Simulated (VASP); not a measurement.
# TiPt3 (Pm-3m) in VASP: single point with r2SCAN

Aim: the single point of TiPt3 with r2SCAN.

Everything below comes from runs of VASP 6.6.1. Logs are shortened: lines on timing, memory, paths and dates and some standing lists are left out, and cuts for length are marked.

## Step 1: The structure

The structure is cubic, space group Pm-3m (No. 221). The conventional cell has a = 3.925 Å, b = 3.925 Å, c = 3.925 Å, α = 90.00°, β = 90.00°, γ = 90.00°. Around Ti (site symmetry m-3m) lie 12 Pt at 2.78 Å. Around Pt (site symmetry 4/mmm) lie 4 Ti at 2.78 Å and 8 Pt at 2.78 Å.

The cell comes from a database or a generator and needn't be the stable form of this composition.

## Step 2: Single point, r2SCAN

Contents of POSCAR:

```
TiPt3
1.0
    3.9245256000      0.0000000000      0.0000000000
    0.0000000000      3.9245256000      0.0000000000
    0.0000000000      0.0000000000      3.9245256000
Ti Pt
1 3
Direct
    0.0000000000      0.0000000000      0.0000000000
    0.5000000000      0.5000000000      0.0000000000
    0.5000000000      0.0000000000      0.5000000000
    0.0000000000      0.5000000000      0.5000000000
```

Contents of INCAR.step1:

```
SYSTEM = TiPt3
  ALGO = Normal
  EDIFF = 1E-4
  ENCUT = 520
  GGA = PE
  ISMEAR = -5
  LASPH = .TRUE.
  LCHARG = .FALSE.
  LMAXMIX = 4
  LREAL = .FALSE.
  LWAVE = .TRUE.
  NELM = 100
  PREC = Accurate
  SIGMA = 0.05
```

Contents of INCAR.step2:

```
SYSTEM = TiPt3
  ALGO = Normal
  EDIFF = 1E-7
  ENCUT = 520
  ISIF = 2
  ISMEAR = -1
  ISTART = 1
  LASPH = .TRUE.
  LCHARG = .FALSE.
  LMAXMIX = 4
  LMIXTAU = .TRUE.
  LORBIT = 11
  LREAL = .FALSE.
  LWAVE = .FALSE.
  METAGGA = R2SCAN
  NELM = 100
  PREC = Accurate
  SIGMA = 0.05
```

Contents of KPOINTS:

```
k-points
0
G
  9 9 9
  0 0 0
```

Potentials or basis: VASP PAW PBE potentials, release 64 (Ti_sv, Pt).

The run is started by

```sh
cat potpaw_PBE.64/Ti_sv/POTCAR potpaw_PBE.64/Pt/POTCAR > POTCAR
cp INCAR.step1 INCAR
mpirun -np 1 vasp_std > vasp.out
cp INCAR.step2 INCAR
mpirun -np 1 vasp_std > vasp.out
```

OUTCAR:

```text
SYSTEM = TiPt3
   EDIFF = 1E-7
   ENCUT = 520
   ISIF = 2
   ISMEAR = -1
   ISTART = 1
   LASPH = .TRUE.
   LORBIT = 11
   LREAL = .FALSE.
   METAGGA = R2SCAN
   NELM = 100
   PREC = Accurate

 ion  position               nearest neighbor table
   1  0.000  0.000  0.000-   2 2.78   3 2.78   4 2.78   3 2.78   4 2.78   2 2.78   4 2.78   4 2.78
                             2 2.78   3 2.78   3 2.78   2 2.78
   2  0.500  0.500  0.000-   1 2.78   3 2.78   4 2.78   3 2.78   4 2.78   1 2.78   3 2.78   3 2.78
                             1 2.78   4 2.78   4 2.78   1 2.78
   3  0.500  0.000  0.500-   1 2.78   2 2.78   4 2.78   1 2.78   2 2.78   2 2.78   4 2.78   2 2.78
                             1 2.78   4 2.78   1 2.78   4 2.78
   4  0.000  0.500  0.500-   1 2.78   2 2.78   3 2.78   1 2.78   2 2.78   1 2.78   3 2.78   1 2.78
                             2 2.78   3 2.78   2 2.78   3 2.78

  LATTYP: Found a simple cubic cell.
 ALAT       =     3.9245256000

  Lattice vectors:

 A1 = (   3.9245256000,   0.0000000000,   0.0000000000)
 A2 = (   0.0000000000,   3.9245256000,   0.0000000000)
 A3 = (   0.0000000000,   0.0000000000,   3.9245256000)

Analysis of symmetry for initial positions (statically):
=====================================================================
 Subroutine PRICEL returns:
 Original cell was already a primitive cell.

 Routine SETGRP: Setting up the symmetry group for a
 simple cubic supercell.

 Subroutine GETGRP returns: Found 48 space group operations
 (whereof 48 operations were pure point group operations)
 out of a pool of 48 trial point group operations.

The static configuration has the point symmetry O_h .

Analysis of symmetry for dynamics (positions and initial velocities):
=====================================================================
 Subroutine PRICEL returns:
 Original cell was already a primitive cell.

 Routine SETGRP: Setting up the symmetry group for a
 simple cubic supercell.

 Subroutine GETGRP returns: Found 48 space group operations
 (whereof 48 operations were pure point group operations)
 out of a pool of 48 trial point group operations.

The dynamic configuration has the point symmetry O_h .

 Subroutine INISYM returns: Found 48 space group operations
 (whereof 48 operations are pure point group operations),
 and found     1 'primitive' translations

----------------------------------------------------------------------------------------

                                     Primitive cell

  volume of cell :      60.4452

  direct lattice vectors                    reciprocal lattice vectors
     3.924525600  0.000000000  0.000000000     0.254807868  0.000000000  0.000000000
     0.000000000  3.924525600  0.000000000     0.000000000  0.254807868  0.000000000
     0.000000000  0.000000000  3.924525600     0.000000000  0.000000000  0.254807868

  length of vectors
     3.924525600  3.924525600  3.924525600     0.254807868  0.254807868  0.254807868

  position of ions in fractional coordinates (direct lattice)
     0.000000000  0.000000000  0.000000000
     0.500000000  0.500000000  0.000000000
     0.500000000  0.000000000  0.500000000
     0.000000000  0.500000000  0.500000000

  ion indices of the primitive-cell ions
   primitive index   ion index
                 1           1
                 2           2
                 3           3
                 4           4

----------------------------------------------------------------------------------------

 KPOINTS: k-points

Automatic generation of k-mesh.
 Grid dimensions read from file:
 generate k-points for:    9    9    9

 Generating k-lattice:

  Cartesian coordinates                     Fractional coordinates (reciprocal lattice)
     0.028311985  0.000000000  0.000000000     0.111111111  0.000000000  0.000000000
     0.000000000  0.028311985  0.000000000     0.000000000  0.111111111  0.000000000
     0.000000000  0.000000000  0.028311985     0.000000000  0.000000000  0.111111111

  Length of vectors
     0.028311985  0.028311985  0.028311985

  Shift w.r.t. Gamma in fractional coordinates (k-lattice)
     0.000000000  0.000000000  0.000000000

 Subroutine IBZKPT returns following result:
 ===========================================

 Found     35 irreducible k-points:

 Following reciprocal coordinates:
            Coordinates               Weight
  0.000000  0.000000  0.000000      1.000000
  0.111111  0.000000  0.000000      6.000000
  0.222222  0.000000  0.000000      6.000000
  0.333333  0.000000  0.000000      6.000000
  0.444444  0.000000  0.000000      6.000000
  0.111111  0.111111  0.000000     12.000000
[... 16 lines left out ...]
  0.333333  0.333333  0.111111     24.000000
  0.444444  0.333333  0.111111     48.000000
 [... further k-points ...]
   k-points           NKPTS =     35   k-points in BZ     NKDIM =     35   number of bands    NBANDS=     25
   number of dos      NEDOS =    301   number of ions     NIONS =      4
   total plane-waves  NPLWV =  27000
   dimension x,y,z NGX =    30 NGY =   30 NGZ =   30
   dimension x,y,z NGXF=    60 NGYF=   60 NGZF=   60
   ions per type =               1   3
   NGX,Y,Z   is equivalent  to a cutoff of  12.71, 12.71, 12.71 a.u.
   NGXF,Y,Z  is equivalent  to a cutoff of  25.42, 25.42, 25.42 a.u.
 SYSTEM =  TiPt3
   PREC   = accura    normal or accurate (medium, high low for compatibility)
   ISTART =      1    job   : 0-new  1-cont  2-samecut
   ICHARG =      0    charge: 1-file 2-atom 10-const
   ISPIN  =      1    spin polarized calculation?
   LNONCOLLINEAR =      F non collinear calculations
   LSORBIT =      F    spin-orbit coupling
   LASPH  =      T    aspherical Exc in radial PAW
   ENCUT  =  520.0 eV  38.22 Ry    6.18 a.u.   7.30  7.30  7.30*2*pi/ulx,y,z
   NELM   =    100;   NELMIN=  2; NELMDL=  0     # of ELM steps
   EDIFF  = 0.1E-06   stopping-criterion for ELM
   LREAL  =      F    real-space projection
   EDIFFG = 0.1E-05   stopping-criterion for IOM
   NSW    =      0    number of steps for IOM
   IBRION =     -1    ionic relax: 0-MD 1-quasi-New 2-CG
   NFREE  =      0    steps in history (QN), initial steepest desc. (CG)
   ISIF   =      2    stress and relaxation
   ISYM   =      2    0-nonsym 1-usesym 2-fastsym
   POTIM  = 0.5000    time-step for ionic-motion
   TEBEG  =    0.0;   TEEND  =   0.0 temperature during run
   PSTRESS=    0.0 pullay stress
   NELECT =      42.0000    total number of electrons
   NUPDOWN=      -1.0000    fix difference up-down
   EMIN   =  10.00;   EMAX   =-10.00  energy-range for DOS
   EFERMI =   0.00;   METHOD = LEGACY
   ISMEAR =    -1;   SIGMA  =   0.05  broadening in eV -4-tet -1-fermi 0-gaus
   EFERMI_NEDOS =   21; number of points for ismear=-14 and -15
   IALGO  =     38    algorithm
   IMIX   =      4    mixing-type and parameters
     AMIX     =   0.40;   BMIX     =  1.00
     AMIX_MAG =   1.60;   BMIX_MAG =  1.00
  volume/ion in A,a.u.               =      15.11       101.98
  Fermi-wavevector in a.u.,A,eV,Ry     =   1.450009  2.740120 28.606613  2.102527
  Thomas-Fermi vector in A             =   2.567670
   LORBIT       =     11    0 simple, 1 ext, 2 COOP (PROOUT), +10 PAW based schemes
   METAGGA = R2SCAN    functional components
   LHFCALC =     F    Hartree Fock is set to
   AEXX    =    0.0000 exact exchange contribution
   IVDW    =     0    specifies the selected vdW correction
   LEPSILON=     F    determine dielectric tensor
   LRPA    =     F    only Hartree local field effects (RPA)
 non-spin polarized calculation
  energy-cutoff  :      520.00
  volume of cell :       60.45
 maximum number of plane-waves:      1647
 NGX is ok and might be reduce to    30

 number of electron      42.0000003 magnetization

 Free energy of the ion-electron system (eV)
  ---------------------------------------------------
  ext. energy  EPLUGINS =         0.00000000
  ---------------------------------------------------
  free energy    TOTEN  =      -171.14945803 eV

  energy without entropy =     -171.13836276  energy(sigma->0) =     -171.14391040

 E-fermi :  11.3900     XC(G=0): -14.2962

 val. band max:       11.3799996952   @ k =   0.4444   0.1111   0.1111
 cond. band min:      11.3952178972   @ k =   0.0000   0.0000   0.0000
 fundamental gap:      0.0152182020
 Fermi energy:        11.3900340001

 k-point     1 :       0.0000    0.0000    0.0000
  band No.  band energies     occupation
      1     -49.3266      2.00000
      2     -24.4929      2.00000
      3     -24.4929      2.00000
      4     -24.4929      2.00000
      5       0.9436      2.00000
      6       3.8886      2.00000
[... 17 lines left out ...]
     24      13.0004      0.00000
     25      13.0004      0.00000

 k-point     2 :       0.1111    0.0000    0.0000
  band No.  band energies     occupation
      1     -49.3264      2.00000
      2     -24.4960      2.00000
      3     -24.4934      2.00000
      4     -24.4934      2.00000
      5       1.1112      2.00000
      6       3.9932      2.00000
[... 17 lines left out ...]
     24      12.7527      0.00000
     25      12.9017      0.00000

 k-point     3 :       0.2222    0.0000    0.0000
  band No.  band energies     occupation
      1     -49.3259      2.00000
      2     -24.5037      2.00000
      3     -24.4946      2.00000
      4     -24.4946      2.00000
      5       1.5965      2.00000
      6       4.2736      2.00000
[... 17 lines left out ...]
     24      12.5656      0.00000
     25      12.6042      0.00000

 k-point     4 :       0.3333    0.0000    0.0000
  band No.  band energies     occupation
      1     -49.3254      2.00000
      2     -24.5125      2.00000
      3     -24.4959      2.00000
      4     -24.4959      2.00000
      5       2.3295      2.00000
      6       4.4803      2.00000
[... 17 lines left out ...]
     24      12.2449      0.00000
     25      12.3623      0.00000

 k-point     5 :       0.4444    0.0000    0.0000
  band No.  band energies     occupation
      1     -49.3250      2.00000
      2     -24.5182      2.00000
      3     -24.4968      2.00000
      4     -24.4968      2.00000
      5       3.0791      2.00000
      6       4.4083      2.00000
[... 17 lines left out ...]
     24      11.9987      0.00001
     25      12.2342      0.00000

 k-point     6 :       0.1111    0.1111    0.0000
  band No.  band energies     occupation
      1     -49.3262      2.00000
      2     -24.4974      2.00000
      3     -24.4952      2.00000
      4     -24.4938      2.00000
      5       1.2750      2.00000
      6       4.0960      2.00000
[... 17 lines left out ...]
     24      12.6294      0.00000
     25      13.2118      0.00000
[... 393 lines left out ...]
 k-point    21 :       0.3333    0.2222    0.1111
  band No.  band energies     occupation
      1     -49.3249      2.00000
      2     -24.5112      2.00000
      3     -24.5029      2.00000
      4     -24.4984      2.00000
      5       2.9415      2.00000
      6       4.8768      2.00000
[... 17 lines left out ...]
     24      12.2551      0.00000
     25      12.5416      0.00000

 k-point    22 :       0.4444    0.2222    0.1111
  band No.  band energies     occupation
      1     -49.3247      2.00000
      2     -24.5148      2.00000
      3     -24.5037      2.00000
      4     -24.4989      2.00000
      5       3.6181      2.00000
      6       4.6875      2.00000
[... 17 lines left out ...]
     24      12.0426      0.00000
     25      12.3298      0.00000

 k-point    23 :       0.3333    0.3333    0.1111
  band No.  band energies     occupation
      1     -49.3247      2.00000
      2     -24.5112      2.00000
      3     -24.5068      2.00000
      4     -24.4995      2.00000
      5       3.4625      2.00000
      6       5.0715      2.00000
[... 17 lines left out ...]
     24      12.0452      0.00000
     25      12.3872      0.00000

 k-point    24 :       0.4444    0.3333    0.1111
  band No.  band energies     occupation
      1     -49.3245      2.00000
      2     -24.5126      2.00000
      3     -24.5080      2.00000
      4     -24.5001      2.00000
      5       4.0331      2.00000
      6       4.7933      2.00000
[... 17 lines left out ...]
     24      12.1953      0.00000
     25      12.2784      0.00000

 [... further k-points ...]

------------------------ aborting loop because EDIFF is reached ----------------------------------------

  FORCE on cell =-STRESS in cart. coord.  units (eV):
  Direction    XX          YY          ZZ          XY          YZ          ZX
  --------------------------------------------------------------------------------------
  -------------------------------------------------------------------------------------
  Total        0.0053213      0.0053213      0.0053213     -0.0000000      0.0000000     -0.0000000
  in kB        0.1410468      0.1410468      0.1410468     -0.0000000      0.0000000     -0.0000000
  external PRESSURE =       0.1410468 kB  Pullay stress =       0.0000000 kB

 VOLUME and BASIS-vectors are now :
 -----------------------------------------------------------------------------
  energy-cutoff  :      520.00
  volume of cell :       60.45
      direct lattice vectors                 reciprocal lattice vectors
     3.924525600  0.000000000  0.000000000     0.254807868  0.000000000  0.000000000
     0.000000000  3.924525600  0.000000000     0.000000000  0.254807868  0.000000000
     0.000000000  0.000000000  3.924525600     0.000000000  0.000000000  0.254807868

 POSITION                                       TOTAL-FORCE (eV/Angst)
 -----------------------------------------------------------------------------------
      0.00000      0.00000      0.00000         0.000000      0.000000      0.000000
      1.96226      1.96226      0.00000         0.000000      0.000000      0.000000
      1.96226      0.00000      1.96226         0.000000      0.000000      0.000000
      0.00000      1.96226      1.96226         0.000000      0.000000      0.000000
 -----------------------------------------------------------------------------------
    total drift:                                0.000000      0.000000     -0.000000

  FREE ENERGIE OF THE ION-ELECTRON SYSTEM (eV)
  ---------------------------------------------------
  free  energy   TOTEN  =      -171.1494580291 eV

  energy  without entropy=     -171.1383627610  energy(sigma->0) =     -171.14391040

 total charge

# of ion       s       p       d       tot
------------------------------------------
    1        2.205   6.154   1.732  10.091
    2        0.694   0.653   8.068   9.415
    3        0.694   0.653   8.068   9.415
    4        0.694   0.653   8.068   9.415
--------------------------------------------------
tot          4.286   8.114  25.937  38.337
```

Run time: 4.2 min. Hardware: 1 thread of Intel Xeon Platinum 8488C (Sapphire Rapids), shared host; peak memory 0.19 GiB.

What came out:

| Item | Value |
| --- | --- |
| Free energy | -171.1495 eV |
| Pressure | 0.0 GPa |
| Band gap on the k mesh | none (metal or under the smearing width) |
| Valence electrons inside the program's atomic spheres | Ti 10.09; Pt 9.41 |

Caveat: the PAW data sets were made with another functional, which shifts forces and pressure a little. The run has no spin-orbit coupling, so splittings on Pt are missing.
